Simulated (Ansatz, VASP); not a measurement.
Li: VASP beside Ansatz

The input INCAR:

```
  PREC = Accurate
  ENCUT = 520
  EDIFF = 1E-7
  ISMEAR = -1
  SIGMA = 0.05
  LREAL = F
  LASPH = T
  NELM = 100
  ALGO = Normal
  ISIF = 2
  LWAVE = F
  LCHARG = F
  GGA = PE
  NBANDS = 12
```

Contents of KPOINTS:

```
regular mesh
0
Gamma
  10 10 10
```

The input POSCAR:

```
Li
1.0
    1.5809096812      0.9127386300      7.7371279804
   -1.5809096812      0.9127386300      7.7371279804
    0.0000000000     -1.8254772600      7.7371279804
Li
3
Direct
    0.7780000000      0.7780000000      0.7780000000
    0.2220000000      0.2220000000      0.2220000000
    0.0000000000      0.0000000000      0.0000000000
```

Contents of input.yaml:

```yaml
crystal:
  lattice:
    - [1.5809096812, 0.91273863, 7.7371279804]
    - [-1.5809096812, 0.91273863, 7.7371279804]
    - [0.0, -1.82547726, 7.7371279804]
  atoms:
    - { symbol: Li, position: [0.778, 0.778, 0.778] }
    - { symbol: Li, position: [0.222, 0.222, 0.222] }
    - { symbol: Li, position: [0.0, 0.0, 0.0] }
hamiltonian:
  xc: pbe
  pseudopotentials: { kind: paw }
kpoints:
  mp_grid: { grid: [10, 10, 10] }
scf:
  occupations: { method: fermi_dirac, width: 0.05 }
output:
  forces: true
  stress: true
  eigenvalues: true
```

Change from the starting cell: volume scaled by 1.06.

Alike in both runs: task single point; functional PBE; k mesh 10 × 10 × 10; occupations fermi-dirac, width 0.05 eV; no spin polarisation.

|  | VASP | Ansatz |
| --- | --- | --- |
| version | VASP 6.6.1 | Ansatz 0.2.0 |
| potentials or method | VASP PAW PBE potentials, release 64 (Li_sv) | Ansatz PAW |
| plane-wave cutoff (eV) | 520 | 420 |
| valence electrons in the cell | 9 | 9 |

|  | VASP | Ansatz | Ansatz less VASP |
| --- | --- | --- | --- |
| gap on the k mesh at the Fermi level (eV) | none | none | - |
| rms of the force components (eV/Å) | 0.003 | 0.003 | 0.0000 |

Atom by atom the forces differ by 0.000 eV/Å (rms over components). A gap of «none» marks a metal or a gap that the smearing closes.
